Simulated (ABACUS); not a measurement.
## Ba under changes of volume

One of the cells (67.563 Å³/atom); the others are scaled copies at fixed shape and fractional positions:

```
CELL_PARAMETERS angstrom
0.00000 3.23267 3.23267
3.23267 0.00000 3.23267
3.23267 3.23267 0.00000
ATOMIC_POSITIONS crystal
Ba 0.00000 0.00000 0.00000
```

This isn't the form of Ba at room conditions, which is bcc.

* Program: ABACUS 3.10.1
* Functional: PBE
* Potentials or basis: PseudoDojo NC SR 0.4.1 PBE standard
* Cutoff: 776 eV
* Density cutoff: 3102 eV
* Basis: plane waves
* k mesh: 7 × 7 × 7
* Occupations: fermi-dirac, width 0.05 eV
* Spin: no spin polarisation

```tsv
volume (Å³/atom)	energy over the lowest point (meV/atom)	pressure (GPa)
63.510	1.12	0.2
64.861	0.00	0.0
66.212	0.52	-0.2
67.563	2.55	-0.3
68.915	?	?
70.266	10.63	-0.6
71.617	16.46	-0.7
```

Problem. What does the run at 68.915 Å³/atom give?

Solution. Energy over the lowest point 5.96 meV/atom; pressure -0.5 GPa.

Worked out: A Birch-Murnaghan fit of order 3 (a polynomial in V^(-2/3)) to the other rows has its minimum at 65.09 Å³/atom with B0 = V·E''(V) = 9.2 GPa and B' = 3.2. It gives 5.96 meV/atom at 68.915 Å³/atom, against the run's 5.96, and -dE/dV = -0.5 GPa, against -0.5.

Energies are extrapolated to zero smearing.

Caveats: this release of the barium file is off.
